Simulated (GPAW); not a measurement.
# GaAs (F-43m) in GPAW: further runs, part 2 of 2

GPAW 26.7.0. The steps go on from the part before.

## Step 4: Equation of state, PBEint

Input file run.py:

```python
from ase import Atoms
from ase.eos import EquationOfState
from ase.io import Trajectory
from ase.units import GPa
from gpaw import GPAW, PW, setup_paths

setup_paths.insert(0, '.')

atoms = Atoms(['As', 'Ga'],
              cell=[[0.0, 2.82685, 2.82685],
                    [2.82685, 0.0, 2.82685],
                    [2.82685, 2.82685, 0.0]],
              scaled_positions=[[0.75, 0.75, 0.75],
                                [0.0, 0.0, 0.0]],
              pbc=True)

traj = Trajectory('eos.traj', 'w')
volumes, energies = [], []
for x in [0.94, 0.96, 0.98, 1.0, 1.02, 1.04, 1.06]:
    a = atoms.copy()
    a.set_cell(atoms.cell * x**(1 / 3), scale_atoms=True)
    calc = GPAW(mode=PW(600),
                xc='GGA_X_PBEINT+GGA_C_PBEINT',
                kpts={'size': (8, 8, 8), 'gamma': True},
                occupations={'name': 'fermi-dirac', 'width': 0.05},
                nbands=11,
                convergence={'density': 1e-05, 'energy': 1e-05},
                maxiter=150,
                txt=f'eos-{x:.2f}.txt')
    a.calc = calc
    energies.append(a.get_potential_energy(force_consistent=True))
    volumes.append(a.get_volume())
    p = -a.get_stress()[:3].mean() / GPa
    calc.write(f'eos-{x:.2f}.gpw')
    traj.write(a)
    print(f'{x:.2f} {volumes[-1]:10.4f} A^3 {energies[-1]:14.6f} eV {p:9.3f} GPa', flush=True)

v0, e0, B = EquationOfState(volumes, energies, eos='birchmurnaghan').fit()
print(f'V0 = {v0:.4f} A^3, E0 = {e0:.6f} eV, B0 = {B / GPa:.2f} GPa')
```

Potentials or basis: PAW data sets generated in the run's folder for this functional, pw.

Started as:

```console
gpaw-setup -f GGA_X_PBEINT+GGA_C_PBEINT As Ga
OMP_NUM_THREADS=1 python run.py
```

Log:

```text
__  _  _
 | _ |_)|_||  |
 |__||  | ||/\| - 26.7.0

Input parameters:
  mode=PW(ecut=600.0),
  convergence={'density': 1e-05, 'energy': 1e-05},
  kpts=MonkhorstPack(size=(8, 8, 8), gamma=True),
  maxiter=150,
  nbands=11,
  occupations=Occupations(name='fermi-dirac', width=0.05),
  xc=XC(name='GGA_X_PBEINT+GGA_C_PBEINT')

Diagonalizing LCAO Hamiltonian
Converting LCAO to pw mode

                    As

       Ga

Atoms  # Å, Bohr magnetons
|   | symbol |        x |        y |        z |    initial magnetic moments |
|---|--------|----------|----------|----------|-----------------------------|
| 0 |     As | 4.153714 | 4.153714 | 4.153714 | ( 0.0000,  0.0000,  0.0000) |
| 1 |     Ga | 0.000000 | 0.000000 | 0.000000 | ( 0.0000,  0.0000,  0.0000) |

Unit cell  # Å
| periodic |        x |        y |        z |  lengths |    angles |
|----------|----------|----------|----------|----------|-----------|
|      yes | 0.000000 | 2.769143 | 2.769143 | 3.916160 | 60.000000 |
|      yes | 2.769143 | 0.000000 | 2.769143 | 3.916160 | 60.000000 |
|      yes | 2.769143 | 2.769143 | 0.000000 | 3.916160 | 60.000000 |

Number of symmetries: 24
Symmetry operations  # r_c * U_cc + t_c -> r_c
|    | kind |            matrix            |
|----|------|------------------------------|
|  0 |  E   |  1, 0, 0,  0, 1, 0,  0, 0, 1 |
|  1 |  σ   |  1, 0, 0,  0, 0, 1,  0, 1, 0 |
|  2 |  σ   |  1, 0,-1,  0, 1,-1,  0, 0,-1 |
|  3 |  C3  |  1, 0,-1,  0, 0,-1,  0, 1,-1 |
|  4 |  C3  |  1,-1, 0,  0,-1, 1,  0,-1, 0 |
|  5 |  σ   |  1,-1, 0,  0,-1, 0,  0,-1, 1 |
|  6 |  σ   |  0, 1, 0,  1, 0, 0,  0, 0, 1 |
|  7 |  C3  |  0, 1, 0,  0, 0, 1,  1, 0, 0 |
|  8 |  C2  |  0, 1,-1,  1, 0,-1,  0, 0,-1 |
|  9 |  S4  |  0, 1,-1,  0, 0,-1,  1, 0,-1 |
| 10 |  C3  |  0, 0, 1,  1, 0, 0,  0, 1, 0 |
| 11 |  σ   |  0, 0, 1,  0, 1, 0,  1, 0, 0 |
| 12 |  S4  |  0, 0,-1,  1, 0,-1,  0, 1,-1 |
| 13 |  C3  |  0, 0,-1,  0, 1,-1,  1, 0,-1 |
| 14 |  S4  |  0,-1, 1,  1,-1, 0,  0,-1, 0 |
| 15 |  C2  |  0,-1, 1,  0,-1, 0,  1,-1, 0 |
| 16 |  C3  |  0,-1, 0,  1,-1, 0,  0,-1, 1 |
| 17 |  S4  |  0,-1, 0,  0,-1, 1,  1,-1, 0 |
| 18 |  S4  | -1, 1, 0, -1, 0, 1, -1, 0, 0 |
| 19 |  C3  | -1, 1, 0, -1, 0, 0, -1, 0, 1 |
| 20 |  C3  | -1, 0, 1, -1, 1, 0, -1, 0, 0 |
| 21 |  S4  | -1, 0, 1, -1, 0, 0, -1, 1, 0 |
| 22 |  σ   | -1, 0, 0, -1, 1, 0, -1, 0, 1 |
| 23 |  C2  | -1, 0, 0, -1, 0, 1, -1, 1, 0 |

BZ-sampling:
  Number of BZ points: 512
  Number of IBZ points: 29

  Monkhorst-Pack size: [8, 8, 8]
  Monkhorst-Pack shift: [0.0625, 0.0625, 0.0625]

K-points  # in reciprocal-cell coordinates
|     |                                coordinates |     weight |
|-----|--------------------------------------------|------------|
|   0 | (  0.00000000,   0.00000000,   0.00000000) | 0.00195312 |
|   1 | (  0.12500000,   0.12500000,   0.00000000) | 0.01171875 |
|   2 | (  0.12500000,   0.12500000,   0.12500000) | 0.01562500 |
|   3 | (  0.25000000,   0.12500000,   0.12500000) | 0.02343750 |
|   4 | (  0.25000000,   0.25000000,   0.00000000) | 0.01171875 |
|   5 | (  0.25000000,   0.25000000,   0.12500000) | 0.04687500 |
|   6 | (  0.25000000,   0.25000000,   0.25000000) | 0.01562500 |
|   7 | (  0.37500000,   0.25000000,  -0.37500000) | 0.04687500 |
|   8 | (  0.37500000,   0.25000000,   0.12500000) | 0.04687500 |
|   9 | (  0.37500000,   0.25000000,   0.25000000) | 0.04687500 |
| ... |                                            |            |
|  28 | (  0.50000000,   0.50000000,   0.50000000) | 0.00781250 |

Plane wave coefficients: 1428
Cutoff: 600.0 eV

Spin-components: 1 (collinear spins)
Bands:           11
Projectors:      10
Spin-degeneracy: 2
Datatype:        complex128

Parallelization:
  kpt:    1
  domain: 1
  band:   1

Density:
  Valence electrons: 8.0
  Components: 1
  Grid points: [24 24 24]
  Charge: 0.0  # |e|

Potential:
  Grid points: [24 24 24]

species:
  As:
    name:    Arsenic
    Z:       33.0
    valence: 5
    core:    28
    charge:  0.0  # [|e|]
    compensation charges:
      type: gauss
      rc: 0.33  # [Å]
      lmax: 2
    cutoffs:
      filter: 1.87  # [Å]
      core: 2.96  # [Å]
    projectors
    | kind |    occ | energy [eV] | rcut [Å] |
    |------|--------|-------------|----------|
    |   4s |  2.000 |     -14.429 |    1.058 |
    |   4p |  3.000 |      -5.153 |    1.058 |
    |    s |        |      12.782 |    1.058 |
    |    p |        |      22.059 |    1.058 |
    |    d |        |       0.000 |    1.058 |

    Using partial waves for As as LCAO basis

  Ga:
    name:    Gallium
    Z:       31.0
    valence: 3
    core:    28
    charge:  0.0  # [|e|]
    compensation charges:
      type: gauss
      rc: 0.37  # [Å]
      lmax: 2
    cutoffs:
      filter: 2.06  # [Å]
      core: 4.17  # [Å]
    projectors
    | kind |    occ | energy [eV] | rcut [Å] |
    |------|--------|-------------|----------|
    |   4s |  2.000 |      -8.887 |    1.164 |
    |   4p |  1.000 |      -2.524 |    1.164 |
    |    s |        |      18.325 |    1.164 |
    |    p |        |      24.688 |    1.164 |
    |    d |        |       0.000 |    1.164 |

    Using partial waves for Ga as LCAO basis

Reference energy: -114307.371728  # eV

eigensolver:
  PPCG
  Converge bands: occupied
  niter=2

density mixing:
  MSR1-Mixer
  Pratt-step length: 0.05
  Maximum mixing coefficient: 0.75
  Old densities: 10
  SVD Regularization: 0.005
  Good broyden scale: 1.0
  Trust region scale: 1.0
  Backstep threshold: 4.0
  History deletion threshold: 6.0
  Fourier metric: weight=20.0, sigma=0.015

occupation numbers:
  Fermi-Dirac:
    width: 0.0500  # eV

poisson solver:
  ecut: 4800.0  # eV

xc functional:
  name: GGA_X_PBEINT+GGA_C_PBEINT with 2 nearest neighbor stencil

convergence criteria:
- Maximum integral of absolute [dens]ity change: 1e-05 electrons / valence electron
- Maximum [total energy] change in last 3 cyles: 1e-05 eV / valence electron
- Maximum integral of absolute [eigenst]ate change: 4e-08 eV^2 / valence electron
maximum number of iterations: 150

SCF iterations
|iter     | |      energy | eigst |  dens |
|---------|-|-------------|-------|-------|
|iter:   1| |   -8.724101 | -0.64 |       |
|iter:   2| |   -8.707453 | -3.07 | -0.90 |
|iter:   3| |   -8.632523 | -2.18 | -0.93 |
|iter:   4| |   -8.634483 | -3.53 | -1.54 |
|iter:   5| |   -8.634879 | -4.57 | -2.07 |
|iter:   6| |   -8.634901 | -5.86 | -2.80 |
|iter:   7| |   -8.634902c| -7.32 | -3.55 |
|iter:   8| |   -8.634902c| -8.16c| -4.11 |
|iter:   9| |   -8.634902c| -9.16c| -5.41c|

Converged in 9 steps
Energy contributions relative to reference atoms: (reference = -114307.371728)

Energy contributions:
  Kinetic:          34.351048
  Coulomb:         -30.007402
  Zero:              0.007913
  External:          0.000000
  Xc:              -12.986461
  Entropy:          -0.000000
  Spinorbit:         0.000000
  ----------------------------
  Free energy:      -8.634902
  Extrapolated:     -8.634902

dipole moment: (-10.548576, -10.548576, -10.548576)  # |e|*Ang

Fermi level: 6.085
Eigenvalues  # (at kpt = [0.000, 0.000, 0.000])
| band index |      eig [eV] | occ [0-2] |
|------------|---------------|-----------|
|          0 |        -7.636 |     2.000 |
|          1 |         5.530 |     2.000 |
|          2 |         5.530 |     2.000 |
|          3 |         5.530 |     2.000 |
|          4 |         6.602 |     0.000 |
|          5 |         9.291 |     0.000 |
|          6 |         9.291 |     0.000 |
|          7 |         9.291 |     0.000 |
|          8 |        13.281 |     0.000 |
|          9 |        15.721 |     0.000 |
|         10 |        15.721 |     0.000 |

Gap: 1.072 eV
Transition (v -> c):
  (s=0, k=0, n=3, [0.00, 0.00, 0.00]) -> (s=0, k=0, n=4, [0.00, 0.00, 0.00])
No difference between direct/indirect transitions

Stress tensor  # eV/Ang^3
|         x |         y |         z |
|-----------|-----------|-----------|
| -0.049055 | -0.000000 | -0.000000 |
| -0.000000 | -0.049055 |  0.000000 |
| -0.000000 |  0.000000 | -0.049055 |

# Writing to eos-0.94.gpw (mode='')
```

Wall time 56 s (1 thread of Arm Neoverse V2, shared host); peak memory 0.2 GiB.

What came out:

```
Equilibrium volume                      : 23.29 Å³/atom
Bulk modulus                            : 68 GPa
Pressure derivative of the bulk modulus : 4.8
```

Energy against volume, from the lowest point:
```csv
volume (Å³/atom),energy (meV/atom)
21.234,45.87
21.686,26.68
22.138,13.05
22.590,4.40
23.041,0.21
23.493,0.00
23.945,3.33
```

## Step 5: Comparison with measurements

Step 3. A measured gap of GaAs is 1.412 eV (direct; 300 K; “Evidence of valence band perturbations in GaAsN/GaAs(001): A combined variable-angle spectroscopic ellipsometry and modulated photoreflectance investigation”, 2008, arxiv:0805.2212); the calculated 0.96 eV misses it by -0.45 eV. 3 values of this kind are on record (1.412 to 1.51 eV); this one was drawn at random among those near their median, those with a stated uncertainty first. The value is that of r2SCAN, without temperature or zero-point motion.
